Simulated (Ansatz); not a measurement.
# Ti (P6_3/mmc) in Ansatz: settings compared

The runs below take Ti through single point, relaxation of cell and atoms, with PBE, PBE+D3(BJ), PBE+D4.

All numbers are computed with Ansatz 0.2.0; they aren't measurements. Logs are shortened: lines on timing, memory, paths and dates and some standing lists are left out, and cuts for length are marked.

## (1) The crystal as given

The structure is hexagonal, space group P6_3/mmc (No. 194). The conventional cell has a = 2.950 Å, b = 2.950 Å, c = 4.680 Å, α = 90.00°, β = 90.00°, γ = 120.00°. Ti (site symmetry -6m2) is surrounded by 12 Ti at 2.89 to 2.95 Å.

## (2) Single point, PBE

Input file input.yaml:

```yaml
crystal:
  lattice:
    - [2.95, 0.0, 0.0]
    - [-1.475, 2.5547749412, 0.0]
    - [0.0, 0.0, 4.68]
  atoms:
    - { symbol: Ti, position: [0.6666666667, 0.3333333333, 0.75] }
    - { symbol: Ti, position: [0.3333333333, 0.6666666667, 0.25] }
hamiltonian:
  xc: pbe
  pseudopotentials: { kind: paw }
kpoints:
  mp_grid: { grid: [10, 10, 6] }
scf:
  occupations: { method: gaussian, width: 0.024 }
output:
  forces: true
  stress: true
  eigenvalues: true
```

Potentials or basis: Ansatz PAW.

Started as:

```bash
$ ansatz run input.yaml --threads 2 --pin off --max-ram 5632MiB --backend cpu --events-out ev --progress --plain --runs-dir out
```

The log of the run:

```text
Warning: RAYON_NUM_THREADS=2 ignored (pool sized by the plan → 2); use --threads N
Engine: ansatz 0.2.0, x86_64-unknown-linux-gnu
Pseudopotentials: kind: paw
Pseudopotential: Ti, paw, valence charge 12, recommended cutoff 420 eV (normal), Ti.paw.azcp
Functional definition: PBE
  parameter kappa = 0.804
  parameter beta = 0.06672455060314922
  exchange = pbe_x(kappa = kappa, mu = beta*pi^2/3)
  correlation = pbe_c(beta = beta)
Crystal: 2 atoms, lattice volume = 35.271 Å³
Basis set: ecut = 420 eV, 687 PW (Γ), exchange–correlation on 40×40×64 points (8 copies of the dense FFT grid, shifted against one another)
Bands: 16, of which v1, the nominal top of the filled ones, is band 12 counted from 1 (11 counted from 0)
Symmetry: 24 space group operations
Space group: P63/mmc (ITA 194), of the structure as read, at distance tolerance 3.3e-5 Å
k-points: 56 of 600
Non-local potential: Ti, projectors of the file, l = 0: 3, l = 1: 2, l = 2: 3, l = 3: 1
PAW form: soft (Blöchl's): semilocal exchange-correlation on the pseudo side does not see the compensation charge
PAW one-centre angular grid: Ti, 590 points (default); XC on 64 Gauss nodes
Initial density: superposition of atomic densities (neutral atoms: chi_scale 0, normalization atom), corrected by the library's trained network
Initial wavefunctions: pseudopotential atomic-orbital guess
Functional: x = pbe(κ = 0.804, μ = 0.2195149727645171), c = pbe(β = 0.06672455060314922)
SCF iter   1: F=—  HF=-4999.328677 eV  |F-HF|=—  |Δ(HF+E_count)|=         —  Δρ=5.18e-3  dr2=4.75e-3  ethr=1.77e-3  ⟨swp⟩=4.2  Hψ=3613  notcnv=0
preconditioner: auto → none  [metal: Δε(μ)=0.021 eV  Ē_g=2.793 eV  σ=0.024 eV  W_gap=0.43  n_scr=8 (ndim 8)  ℏωp=17.7 eV  f_vac=0.000  D(μ)=3.59/eV (n_scr^D=42)  sad-step TF]
SCF iter   2: F=—  HF=-4999.327804 eV  |F-HF|=—  |Δ(HF+E_count)|=   8.74e-4  Δρ=2.61e-3  dr2=1.34e-3  ethr=1.98e-5  ⟨swp⟩=2.0  Hψ=1534  notcnv=0  defer=5
SCF iter   3: F=—  HF=-4999.327917 eV  |F-HF|=—  |Δ(HF+E_count)|=   1.14e-4  Δρ=3.50e-4  dr2=1.97e-5  ethr=5.59e-6  ⟨swp⟩=2.3  Hψ=1418  notcnv=0  defer=5
SCF iter   4: F=—  HF=-4999.327954 eV  |F-HF|=—  |Δ(HF+E_count)|=   3.65e-5  Δρ=1.07e-4  dr2=3.35e-6  ethr=8.20e-8  ⟨swp⟩=2.3  Hψ=1468  notcnv=0  defer=5
iter 5 did not close the SCF: its close was put off for the readings that it lacked (scf_convergence_deferred on its scf_iter line)
SCF iter   5: F=-4999.327953 eV  HF=-4999.327953 eV  |F-HF|=2.46e-9  |Δ(HF+E_count)|=   7.56e-7  Δρ=1.24e-5  dr2=3.69e-8  ethr=1.39e-8  ⟨swp⟩=3.0  Hψ=1562  notcnv=0  defer=5
SCF iter   6: F=-4999.327953 eV  HF=-4999.327953 eV  |F-HF|=3.47e-10  |Δ(HF+E_count)|=   7.50e-9  Δρ=1.21e-6  dr2=3.85e-10  ethr=1.54e-10  ⟨swp⟩=2.2  Hψ=2757  notcnv=0
SCF 1 converged in 6 iterations: F = -4999.327953 eV  dr2 = 3.85e-10
SCF converged after 6 iterations
Free energy (F): -4999.327953 eV
Harris-Foulkes:  -4999.327953 eV  (|F-HF|=3.47e-10)
Internal energy: -4999.326949 eV  (E = F + TS)
E sigma→0 (E₀):  -4999.327451 eV
Entropy (-TS):   -0.001004 eV (-0.502 meV/atom)
Fermi energy:    13.118648 eV
--- Per-component energies (eV) ---
  E_band       = -321.174960
  E_kinetic    = 543.855205
  E_local      = -1642.001752  (includes V_loc(G=0)·N_el)
  E_nonlocal   = 15.952094
  E_hartree    = 672.982237
  E_xc         = -194.679988
  E_vxc        = -243.526296  (∫ρ·V_xc dr)
  E_paw        = -2094.956125  (= ΣΔE_a)
  E_vpaw       = -341.419862  (= ΣTr[D̂ρ^β])
  E_aug_tail   = 0.000247  (compensation charges beyond the density's cutoff)
  E_ewald      = -2300.478866
  E_smearing   = -0.001004  (= −TS)
  E_closure    = 0.000000  (closes the sum)
  Σ components = -4999.327953   (vs F -4999.327953, Δ=0.00e0)
--- Forces (eV/Å), atoms counted from 1 ---
  atom   1  Ti     0.00000000    -0.00000000     0.00000000
  atom   2  Ti     0.00000000     0.00000000    -0.00000000
  max |Σ_I F_I| component: 1.11e-16 eV/Å
--- Stress (GPa, compression-positive) ---
       -1.347371      -0.000000       0.000000
        0.000000      -1.347371      -0.000000
        0.000000      -0.000000      -1.593101
  P = ⅓ Tr σ = -1.4293 GPa (-14.293 kbar)
--- Band table (eV; the first three rows and the last of 56) ---
  k-point 0: bands = ["-43.7079", "-43.5790", "-20.2941", "-19.6795", "-19.6795", "-19.6193", "-19.5836", "-19.5836", "6.9904", "10.4906", "13.8490", "13.9072", "13.9072", "14.0047", "14.3926", "14.3926"]
  k-point 1: bands = ["-43.6994", "-43.5877", "-20.2505", "-19.6731", "-19.6731", "-19.6663", "-19.5901", "-19.5901", "7.2199", "10.3537", "13.5062", "13.8157", "13.8157", "13.8799", "14.2744", "14.2744"]
  k-point 2: bands = ["-43.6760", "-43.6115", "-20.1304", "-19.7932", "-19.6556", "-19.6556", "-19.6077", "-19.6077", "7.8718", "9.7848", "13.1214", "13.5615", "13.7415", "13.7415", "14.0267", "14.0267"]
  k-point 55: bands = ["-43.5681", "-43.5681", "-20.1216", "-20.1216", "-19.9225", "-19.9225", "-19.7100", "-19.7100", "11.6388", "11.6388", "12.3536", "12.3536", "12.9023", "12.9023", "14.7693", "14.7693"]
```

Run time: 2.3 s. Hardware: 2 threads of Intel Xeon at 2.50GHz (Skylake/Cascade Lake), shared host; peak memory 0.34 GiB.

Results:

```yaml
Free_energy: -4999.3280 eV
Pressure: -1.4 GPa
Band_gap_on_the_k_mesh: none (metal or under the smearing width)
```

Levels at points of the mesh, in eV from the Fermi level:
```
             k point  band 10  band 11  band 12  band 13  band 14  band 15
  (0.00, 0.00, 0.00)    -2.63     0.73     0.79     0.79     0.89     1.27
 (0.00, 0.00, -0.50)    -4.30     0.10     0.10     0.70     0.70     0.70
 (0.00, -0.50, 0.00)    -2.09    -1.79    -0.62     0.51     0.63     1.17
(0.00, -0.50, -0.50)    -2.48    -0.78    -0.78     1.31     1.31     1.73
```

## (3) Single point, PBE

Edit input.yaml of step 2 so:

```diff
@@ -14,3 +14,3 @@
 scf:
-  occupations: { method: gaussian, width: 0.024 }
+  occupations: { method: gaussian, width: 0.025 }
 output:
@@ -19 +19,5 @@
   eigenvalues: true
+  write_density: true
+  write_potential: true
+  elf: true
+  volumetric_format: npy
```

Potentials or basis: Ansatz PAW.

Started as:

```bash
$ ansatz run input.yaml --threads 2 --pin off --max-ram 5632MiB --backend cpu --events-out ev --progress --plain --runs-dir out
```

Wall time 3.3 s (2 threads of Intel Xeon at 2.50GHz (Skylake/Cascade Lake), shared host); peak memory 0.34 GiB.

It converged, with:

```yaml
Free_energy: -4999.3280 eV
Pressure: -1.4 GPa
Band_gap_on_the_k_mesh: none (metal or under the smearing width)
```

Stress tensor (GPa, compression positive):
```
-1.35  0.00  0.00
 0.00 -1.35  0.00
 0.00  0.00 -1.59
```

Levels at points of the mesh, in eV from the Fermi level:
| k point | band 10 | band 11 | band 12 | band 13 | band 14 | band 15 |
| --- | --- | --- | --- | --- | --- | --- |
| (0.00, 0.00, 0.00) | -2.63 | 0.73 | 0.79 | 0.79 | 0.89 | 1.27 |
| (0.00, 0.00, -0.50) | -4.30 | 0.10 | 0.10 | 0.70 | 0.70 | 0.70 |
| (0.00, -0.50, 0.00) | -2.09 | -1.79 | -0.62 | 0.51 | 0.63 | 1.17 |
| (0.00, -0.50, -0.50) | -2.48 | -0.78 | -0.78 | 1.31 | 1.31 | 1.73 |

## (4) Single point, PBE

Edit input.yaml of step 3 so:

```diff
@@ -14,3 +14,3 @@
 scf:
-  occupations: { method: gaussian, width: 0.025 }
+  occupations: { method: gaussian, width: 0.026 }
 output:
@@ -19,5 +19 @@
   eigenvalues: true
-  write_density: true
-  write_potential: true
-  elf: true
-  volumetric_format: npy
```

Started as:

```bash
$ ansatz run input.yaml --threads 2 --pin off --max-ram 5632MiB --backend cpu --events-out ev --progress --plain --runs-dir out
```

Run time: 3.1 s. Hardware: 2 threads of Intel Xeon at 2.50GHz (Skylake/Cascade Lake), shared host; peak memory 0.34 GiB.

The run converged. Its results:

* Free energy: -4999.3280 eV
* Pressure: -1.4 GPa
* Band gap on the k mesh: none (metal or under the smearing width)

Stress tensor (GPa, compression positive):
```
-1.35  0.00  0.00
 0.00 -1.35  0.00
 0.00  0.00 -1.59
```

Levels at points of the mesh, in eV from the Fermi level:
```
             k point  band 9  band 10  band 11  band 12  band 13  band 14  band 15  band 16
  (0.00, 0.00, 0.00)   -6.13    -2.63     0.73     0.79     0.79     0.89     1.27     1.27
 (0.00, 0.00, -0.50)   -4.30    -4.30     0.10     0.10     0.70     0.70     0.70     0.70
 (0.00, -0.50, 0.00)   -2.30    -2.10    -1.79    -0.62     0.51     0.63     1.17     3.31
(0.00, -0.50, -0.50)   -2.48    -2.48    -0.78    -0.78     1.30     1.30     1.73     1.73
```

## (5) Relaxation of cell and atoms, PBE+D3(BJ)

Edit input.yaml of step 4 so:

```diff
@@ -11,2 +11,3 @@
   pseudopotentials: { kind: paw }
+  dispersion: d3bj
 kpoints:
@@ -14,3 +15,3 @@
 scf:
-  occupations: { method: gaussian, width: 0.026 }
+  occupations: { method: fermi_dirac, width: 0.05 }
 output:
@@ -18,2 +19,5 @@
   stress: true
-  eigenvalues: true
+relax:
+  f_tol: 0.01
+  max_steps: 40
+  cell: { stress_tol: 0.05 }
```

Started as:

```bash
$ ansatz run input.yaml --threads 2 --pin off --max-ram 5632MiB --backend cpu --events-out ev --progress --plain --runs-dir out
```

It took 23 s on 2 threads of Intel Xeon at 2.50GHz (Skylake/Cascade Lake), shared host; peak memory 0.36 GiB.

Results (log left out):

- Free energy: -5000.5753 eV
- Relaxed volume: 16.50 Å³/atom
- Relaxed cell: a = 2.890 Å, b = 2.890 Å, c = 4.563 Å, α = 90.00°, β = 90.00°, γ = 120.00°
- Space group after relaxing (to 0.05 Å): P6_3/mmc (No. 194)
- Energy gained by relaxing: 26.3 meV/atom
- Ionic steps: 7
- Pressure after relaxing: 0.0 GPa

The path:
| step | energy change (eV) | largest force (eV/Å) | volume (Å³) |
| --- | --- | --- | --- |
| 1 | 0.0000 | 0.0000 | 35.27 |
| 2 | -0.0523 | 0.0000 | 33.22 |
| 3 | -0.0529 | 0.0000 | 32.99 |
| 4 | -0.0529 | 0.0000 | 33.00 |
| 5 | -0.0526 | 0.0000 | 33.00 |
| 6 | -0.0526 | 0.0000 | 33.01 |
| 7 | -0.0526 | 0.0000 | 33.01 |

Final structure:
```
Ti
1.0
     2.89036    0.00000    0.00000
    -1.44518    2.50312    0.00000
     0.00000    0.00000    4.56259
Ti
2
Direct
  0.66667 0.33333 0.75000
  0.33333 0.66667 0.25000
```

Caveat: the plane-wave basis is chosen anew once the cell has moved, so the energies of steps on either side of that aren't comparable.

## (6) Relaxation of cell and atoms, PBE+D4

Edit input.yaml of step 5 so:

```diff
@@ -11,3 +11,3 @@
   pseudopotentials: { kind: paw }
-  dispersion: d3bj
+  dispersion: d4
 kpoints:
```

Potentials or basis: Ansatz PAW.

Started as:

```bash
$ ansatz run input.yaml --threads 2 --pin off --max-ram 5632MiB --backend cpu --events-out ev --progress --plain --runs-dir out
```

The log of the run:

```text
Warning: RAYON_NUM_THREADS=2 ignored (pool sized by the plan → 2); use --threads N
[... 8 set-up lines as earlier in the session ...]
Crystal: 2 atoms, lattice volume = 35.271 Å³
Basis set: ecut = 420 eV, 687 PW (Γ), exchange–correlation on 40×40×64 points (8 copies of the dense FFT grid, shifted against one another)
Bands: 16, of which v1, the nominal top of the filled ones, is band 12 counted from 1 (11 counted from 0)
[... 2 set-up lines as earlier in the session ...]
k-points: 56 of 600
[... 6 set-up lines as earlier in the session ...]
SCF iter   1: F=—  HF=-4999.736333 eV  |F-HF|=—  |Δ(HF+E_count)|=         —  Δρ=4.90e-3  dr2=4.08e-3  ethr=1.77e-3  ⟨swp⟩=4.1  Hψ=3660  notcnv=0
preconditioner: auto → none  [metal: Δε(μ)=0.021 eV  Ē_g=2.793 eV  σ=0.050 eV  W_gap=0.10  n_scr=8 (ndim 8)  ℏωp=17.7 eV  f_vac=0.000  D(μ)=2.39/eV (n_scr^D=22)  sad-step TF]
SCF iter   2: F=—  HF=-4999.735491 eV  |F-HF|=—  |Δ(HF+E_count)|=   8.42e-4  Δρ=2.45e-3  dr2=1.11e-3  ethr=1.70e-5  ⟨swp⟩=1.0  Hψ=1344  notcnv=0
SCF iter   3: F=—  HF=-4999.735638 eV  |F-HF|=—  |Δ(HF+E_count)|=   1.48e-4  Δρ=3.15e-4  dr2=1.45e-5  ethr=4.61e-6  ⟨swp⟩=2.3  Hψ=1255  notcnv=0
SCF iter   4: F=—  HF=-4999.735670 eV  |F-HF|=—  |Δ(HF+E_count)|=   3.20e-5  Δρ=8.21e-5  dr2=2.02e-6  ethr=6.05e-8  ⟨swp⟩=2.4  Hψ=1563  notcnv=0
iter 5 did not close the SCF: its close was put off for the readings that it lacked (scf_convergence_deferred on its scf_iter line)
SCF iter   5: F=-4999.735670 eV  HF=-4999.735670 eV  |F-HF|=3.26e-9  |Δ(HF+E_count)|=   5.74e-7  Δρ=1.05e-5  dr2=2.67e-8  ethr=8.42e-9  ⟨swp⟩=2.8  Hψ=1653  notcnv=0
SCF iter   6: F=-4999.735670 eV  HF=-4999.735670 eV  |F-HF|=1.36e-11  |Δ(HF+E_count)|=   4.20e-9  Δρ=6.44e-7  dr2=7.48e-11  ethr=1.11e-10  ⟨swp⟩=1.8  Hψ=2712  notcnv=0
SCF 1 converged in 6 iterations: F = -4999.735670 eV  dr2 = 7.48e-11
[... 67 lines left out ...]
SCF iter   6: F=-4999.746634 eV  HF=-4999.746634 eV  |F-HF|=9.09e-13  |Δ(HF+E_count)|=    0.00e0  Δρ=1.47e-8  dr2=2.13e-14  ethr=1.00e-12  ⟨swp⟩=3.0  Hψ=3024  notcnv=0
SCF 6 converged in 6 iterations: F = -4999.746634 eV  dr2 = 2.13e-14
relax step   6: F+E_penalty+E_count = -4999.74663364 eV  Δ(F+E_penalty+E_count) = +1.070e-4 eV  max|allowed force component| = 4.742e-17 eV/Å  Δτ_max = 0.0000 Å  P = +0.022 GPa  Ω = 34.220 Å³  stress off target by 3.08e-2 GPa  SCF on the basis re-selected at this cell (its energy is not comparable with the rows above)  (6 SCF iters)
basis re-selected at this cell: Δ(F+E_penalty+E_count) = +1.070e-4 eV, ΔP = +0.006 GPa vs the last step (what re-selecting the basis moved, of the pressure what is left beyond the Pulay correction that the steps carried, after the strain that the cell walked since its last selection, with what the two solves' SCF thresholds leave and, on support functions, any second-order correction that the steps lacked; it is no measure of the basis error at this ecutwfc). This SCF's stress stands 3.08e-2 GPa from its target on what of the cell is left free (relax.cell.stress_tol is 5.00e-2 GPa) and its largest allowed force component is 4.74e-17 eV/Å (relax.f_tol is 1.00e-2 eV/Å): within both
SCF converged after 6 iterations
Free energy (F): -4999.746634 eV
Harris-Foulkes:  -4999.746634 eV  (|F-HF|=9.09e-13)
Internal energy: -4999.727330 eV  (E = F + TS)
E sigma→0 (E₀):  -4999.736982 eV
Entropy (-TS):   -0.019303 eV (-9.652 meV/atom)
Fermi energy:    13.611008 eV
--- Per-component energies (eV) ---
  E_band       = -308.872165
  E_kinetic    = 545.531807
  E_local      = -1609.234651  (includes V_loc(G=0)·N_el)
  E_nonlocal   = 16.118992
  E_hartree    = 662.414418
  E_xc         = -195.207531
  E_vxc        = -244.243594  (∫ρ·V_xc dr)
  E_paw        = -2095.232391  (= ΣΔE_a)
  E_vpaw       = -341.873783  (= ΣTr[D̂ρ^β])
  E_aug_tail   = 0.000224  (compensation charges beyond the density's cutoff)
  E_ewald      = -2323.708580
  E_disp       = -0.409618  (pairwise vdW)
  E_smearing   = -0.019303  (= −TS)
  E_closure    = 0.000000  (closes the sum)
  Σ components = -4999.746634   (vs F -4999.746634, Δ=0.00e0)
--- Forces (eV/Å), atoms counted from 1 ---
  atom   1  Ti     0.00000000     0.00000000     0.00000000
  atom   2  Ti     0.00000000    -0.00000000    -0.00000000
  max |Σ_I F_I| component: 1.11e-16 eV/Å
--- Stress (GPa, compression-positive) ---
        0.030818      -0.000000       0.000000
       -0.000000       0.030818       0.000000
        0.000000       0.000000       0.003012
  P = ⅓ Tr σ = 0.0215 GPa (0.215 kbar)
--- Relaxed structure (5 steps of the walk, 4 accepted, 1 SCFs on fresh bases) ---
  F+E_penalty+E_count = -4999.74663364 eV   max|allowed force component| = 4.742e-17 eV/Å   (the final SCF, on the basis selected at the relaxed cell)
  cell:  # Å, volume = 34.2203 Å³
    - [2.9244607932672113, 3.176121425525324e-34, -1.1549532456455723e-34]
    - [-1.4622303966336057, 2.5326573393409966, -1.0132805377338794e-18]
    - [-1.8322648100282354e-34, -1.856192042654234e-18, 4.620201886976975]
  atoms:
    - { symbol: Ti, position: [0.6666666666666666, 0.3333333333333333, 0.7499999999999999] }
    - { symbol: Ti, position: [0.3333333333333333, 0.6666666666666666, 0.24999999999999997] }
```

Wall time 19 s (2 threads of Intel Xeon at 2.50GHz (Skylake/Cascade Lake), shared host); peak memory 0.35 GiB.

Results:

```
Free energy                            : -4999.7466 eV
Relaxed volume                         : 17.11 Å³/atom
Relaxed cell                           : a = 2.924 Å, b = 2.924 Å, c = 4.620 Å, α = 90.00°, β = 90.00°, γ = 120.00°
Space group after relaxing (to 0.05 Å) : P6_3/mmc (No. 194)
Energy gained by relaxing              : 5.5 meV/atom
Ionic steps                            : 5
Pressure after relaxing                : 0.0 GPa
```

Step by step:
```
step  energy change (eV)  largest force (eV/Å)  volume (Å³)
   1              0.0000                0.0000        35.27
   2             -0.0110                0.0000        34.27
   3             -0.0111                0.0000        34.22
   4             -0.0111                0.0000        34.22
   5             -0.0110                0.0000        34.22
```

Final structure:
```yaml
crystal:
  lattice:
    - [2.92446, 0.00000, 0.00000]
    - [-1.46223, 2.53266, 0.00000]
    - [0.00000, 0.00000, 4.62020]
  atoms:
    - { symbol: Ti, position: [0.66667, 0.33333, 0.75000] }
    - { symbol: Ti, position: [0.33333, 0.66667, 0.25000] }
```

Caveat: the plane-wave basis is chosen anew once the cell has moved, so the energies of steps on either side of that aren't comparable.

## (7) Overview

```tsv
task	level	cell	smearing	gap on the mesh (eV)	pressure (GPa)	relaxed volume (Å³/atom)
single point	PBE	as given	gaussian 0.024 eV	none	-1.4	-
single point	PBE	as given	gaussian 0.025 eV	none	-1.4	-
single point	PBE	as given	gaussian 0.026 eV	none	-1.4	-
relaxation of cell and atoms	PBE+D3(BJ)	relaxed	fermi-dirac 0.05 eV	-	0.0	16.50
relaxation of cell and atoms	PBE+D4	relaxed	fermi-dirac 0.05 eV	-	0.0	17.11
```

Alike in all rows: potentials or basis Ansatz PAW; no spin polarisation; k mesh 10 × 10 × 6; cutoff (eV) 420.

Every run on the cell as given and a fine mesh finds a metal.

Caveats: the plane-wave basis is chosen anew once the cell has moved, so the energies of steps on either side of that aren't comparable (some runs).

Total energies depend on the potentials used, so only differences within one code and one set of settings carry meaning.
